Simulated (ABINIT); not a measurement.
# Ta (Im-3m) in ABINIT: settings compared

Aim: see how the results for Ta move with the level of theory and the settings. Levels: PBE, PBEsol. Tasks: single point.

Everything below comes from runs of ABINIT 10.8.3 (patched build). Logs are shortened: lines on timing, memory, paths and dates and some standing lists are left out, and cuts for length are marked. The log counts tension as positive stress, the text compression.

**1. The structure**

The structure is cubic, space group Im-3m (No. 229). The conventional cell has a = 3.303 Å, b = 3.303 Å, c = 3.303 Å, α = 90.00°, β = 90.00°, γ = 90.00°. Ta (site symmetry m-3m) is surrounded by 8 Ta at 2.86 Å.

**2. Single point, PBE**

run.abi

```
pp_dirpath "./"
pseudos "Ta.GGA_PBE-JTH.xml"

acell 3*1.0
rprim
    -3.1204669551     3.1204669551     3.1204669551
     3.1204669551    -3.1204669551     3.1204669551
     3.1204669551     3.1204669551    -3.1204669551
ntypat 1
znucl 73
natom 1
typat 1
xred
     0.0000000000     0.0000000000     0.0000000000

ecut 19.0
pawecutdg 38.0

kptopt 1
ngkpt 9 9 9
nshiftk 1
shiftk 0.0 0.0 0.0

ixc 11

nband 11
occopt 3
tsmear 0.05 eV

nstep 100
tolvrs 1.0e-9

iomode 3
prtwf 0
prtden 0
prteig 0
prtebands 0
enunit 1
```

Potentials or basis: JTH PAW PBE v2.0.

Launch:

```sh
$ abinit run.abi > log 2>&1
```

run.abo:

```text
.Version 10.8.3 of ABINIT
 Symmetries : space group Im -3 m (#229); Bravais cI (body-center cubic)
================================================================================
 Values of the parameters that define the memory need of the present run
     intxc =       0    ionmov =       0      iscf =      17    lmnmax =      18
     lnmax =       6     mgfft =      24  mpssoang =       3    mqgrid =    3001
     natom =       1  nloc_mem =       2    nspden =       1   nspinor =       1
    nsppol =       1      nsym =      48    n1xccc =       1    ntypat =       1
    occopt =       3   xclevel =       2
       mpw =         487          nfft =       13824          nkpt =          35
 PAW method is used; the additional fine FFT grid is defined by:
   mgfftf=        30    nfftf =     27000
================================================================================
================================================================================

--------------------------------------------------------------------------------
------------- Echo of variables that govern the present computation ------------
--------------------------------------------------------------------------------
 -outvars: echo values of preprocessed input variables --------
            acell      1.0000000000E+00  1.0000000000E+00  1.0000000000E+00 Bohr
              amu      1.80947900E+02
             ecut      1.90000000E+01 Hartree
           enunit           1
              ixc          11
         kptrlatt        9    0    0      0    9    0      0    0    9
          kptrlen      4.86432658E+01
            natom           1
            nband          11
            ngfft          24      24      24
          ngfftdg          30      30      30
             nkpt          35
            nstep         100
             nsym          48
           ntypat           1
           occopt           3
        pawecutdg      3.80000000E+01 Hartree
         pawxcdev           0
           prtden           0
        prtebands           0
           prteig           0
            prtwf           0
            rprim     -3.1204669551E+00  3.1204669551E+00  3.1204669551E+00
                       3.1204669551E+00 -3.1204669551E+00  3.1204669551E+00
                       3.1204669551E+00  3.1204669551E+00 -3.1204669551E+00
          spgroup         229
           tolvrs      1.00000000E-09
           tsmear      1.83746611E-03 Hartree
            typat      1
           useylm           1
            znucl       73.00000

================================================================================

 chkinp: Checking input parameters for consistency.

================================================================================
== DATASET  1 ==================================================================

--- !DatasetInfo
iteration_state: {dtset: 1, }
dimensions: {natom: 1, nkpt: 35, mband: 11, nsppol: 1, nspinor: 1, nspden: 1, mpw: 487, }
cutoff_energies: {ecut:  19.0, pawecutdg:  38.0, }
[... 105 lines left out ...]
 Atom  Sphere_radius  Integrated_density
    1        2.41973         10.66012132

================================================================================

 ----iterations are completed or convergence reached----

 Mean square residual over all n,k,spin=   24.164E-08; max=  63.678E-06
 reduced coordinates (array xred) for    1 atoms
       0.000000000000      0.000000000000      0.000000000000
 rms dE/dt=  0.0000E+00; max dE/dt=  0.0000E+00; dE/dt below (all hartree)
    1       0.000000000000      0.000000000000      0.000000000000

 cartesian coordinates (angstrom) at end:
    1      0.00000000000000     0.00000000000000     0.00000000000000

 cartesian forces (hartree/bohr) at end:
    1     -0.00000000000000    -0.00000000000000    -0.00000000000000
 frms,max,avg= 0.0000000E+00 0.0000000E+00   0.000E+00  0.000E+00  0.000E+00 h/b

 cartesian forces (eV/Angstrom) at end:
    1     -0.00000000000000    -0.00000000000000    -0.00000000000000
 frms,max,avg= 0.0000000E+00 0.0000000E+00   0.000E+00  0.000E+00  0.000E+00 e/A
 length scales=  1.000000000000  1.000000000000  1.000000000000 bohr
              =  0.529177210544  0.529177210544  0.529177210544 angstroms
 Fermi (or HOMO) energy (eV) =   1.15187   Average Vxc (eV)= -12.56490
 Eigenvalues (   eV  ) for nkpt=  35  k points:
 kpt#   1, nband= 11, wtk=  0.00137, kpt=  0.0000  0.0000  0.0000 (reduced coord)
 -66.06041  -31.97279  -31.97279  -31.97279   -6.82877    1.83413    1.83413    1.83413
   5.11077    5.11077   16.05652
 prteigrs : prtvol=0 or 1, do not print more k-points.

--- !EnergyTerms
iteration_state     : {dtset: 1, }
comment             : Components of total free energy in Hartree
kinetic             :  6.00947154929458E+00
hartree             :  7.80982841268585E+00
xc                  : -8.16630420848437E+00
Ewald energy        : -4.92739117107161E+01
psp_core            :  8.22626166149754E+00
local_psp           : -7.34830827558660E+00
PAW spherical_terms : -1.62265793915754E+01
internal            : -5.89695419628845E+01
'-kT*entropy'       : -6.87586260456369E-04
total_energy        : -5.89702295491449E+01
total_energy_eV     : -1.60466169327595E+03
...

--- !EnergyTermsDC
iteration_state     : {dtset: 1, }
comment             : '"Double-counting" decomposition of free energy'
band_energy         : -1.21950385904893E+01
Ewald energy        : -4.92739117107161E+01
psp_core            :  8.22626166149754E+00
xc_dc               : -1.19603227793288E+01
PAW spherical_terms :  6.23346593565778E+00
internal            : -5.89695454833788E+01
'-kT*entropy'       : -6.87586260456369E-04
total_energy_dc     : -5.89702330696392E+01
total_energy_dc_eV  : -1.60466178907347E+03
...

--- !EnergyTermsWithPAWCore
iteration_state     : {dtset: 1, }
comment             : 'Components of total free energy, including PAW core contributions'
Total energy        : -1.56049157302990E+04
Total energy DC     : -1.56049157338195E+04
Total energy (eV)   : -4.24631389273152E+05
Total energy DC (eV): -4.24631389368950E+05
...

 Cartesian components of stress tensor (hartree/bohr^3)
  sigma(1 1)= -1.06055157E-04  sigma(3 2)=  0.00000000E+00
  sigma(2 2)= -1.06055157E-04  sigma(3 1)=  0.00000000E+00
  sigma(3 3)= -1.06055157E-04  sigma(2 1)=  0.00000000E+00

-Cartesian components of stress tensor (GPa)         [Pressure=  3.1203E+00 GPa]
- sigma(1 1)= -3.12025044E+00  sigma(3 2)=  0.00000000E+00
- sigma(2 2)= -3.12025044E+00  sigma(3 1)=  0.00000000E+00
- sigma(3 3)= -3.12025044E+00  sigma(2 1)=  0.00000000E+00

== END DATASET(S) ==============================================================
================================================================================

 -outvars: echo values of variables after computation  --------
            acell      1.0000000000E+00  1.0000000000E+00  1.0000000000E+00 Bohr
           etotal     -5.8970233070E+01
            fcart     -0.0000000000E+00 -0.0000000000E+00 -0.0000000000E+00
            rprim     -3.1204669551E+00  3.1204669551E+00  3.1204669551E+00
                       3.1204669551E+00 -3.1204669551E+00  3.1204669551E+00
                       3.1204669551E+00  3.1204669551E+00 -3.1204669551E+00
           strten     -1.0605515695E-04 -1.0605515695E-04 -1.0605515695E-04
                       0.0000000000E+00  0.0000000000E+00  0.0000000000E+00
 Calculation completed.
```

Run time: 9.1 s. Hardware: 1 thread of Arm Neoverse V2, shared host; peak memory 0.09 GiB.

Results:

```
Free energy                                           : -1604.6618 eV
Pressure                                              : 3.1 GPa
Band gap on the k mesh                                : none (metal or under the smearing width)
Valence electrons inside the program's atomic spheres : Ta 10.66 (radii [1.2805] Å)
```

Levels at points of the mesh, in eV from the Fermi level:
```
           k point  band 2  band 3  band 4  band 5  band 6  band 7  band 8  band 9  band 10  band 11
(0.00, 0.00, 0.00)  -33.12  -33.12  -33.12   -7.98    0.68    0.68    0.68    3.96     3.96    14.90
```

**3. Single point, PBEsol**

Changes to run.abi since step 2:

```diff
@@ -1 +1,2 @@
+# Pseudopotentials
 pp_dirpath "./"
@@ -3,2 +4,3 @@
 
+# Structure
 acell 3*1.0
@@ -15,5 +17,7 @@
 
-ecut 19.0
+# Plane-wave basis
+ecut 517.016339 eV
 pawecutdg 38.0
 
+# k points
 kptopt 1
@@ -23,8 +27,11 @@
 
-ixc 11
+# Exchange and correlation
+ixc -116133
 
+# Bands and occupations
 nband 11
 occopt 3
-tsmear 0.05 eV
+tsmear 0.00183747
 
+# SCF cycle
 nstep 100
@@ -32,2 +39,3 @@
 
+# Output
 iomode 3
```

Potentials or basis: JTH PAW PBE v2.0.

Launch:

```sh
$ abinit run.abi > log 2>&1
```

It took 8.7 s on 1 thread of Arm Neoverse V2, shared host; peak memory 0.09 GiB.

The run converged. Its results:

- Free energy: -1606.2697 eV
- Pressure: -3.8 GPa
- Band gap on the k mesh: none (metal or under the smearing width)
- Valence electrons inside the program's atomic spheres: Ta 10.67 (radii [1.2805] Å)

Levels at points of the mesh, in eV from the Fermi level:
```csv
k point,band 2,band 3,band 4,band 5,band 6,band 7,band 8,band 9,band 10,band 11
"(0.00, 0.00, 0.00)",-33.08,-33.08,-33.08,-7.98,0.67,0.67,0.67,3.94,3.94,14.96
```

Caveat: the PAW data sets were made with another functional, which shifts forces and pressure a little. Spin-orbit coupling is left out, which matters for the levels of Ta.
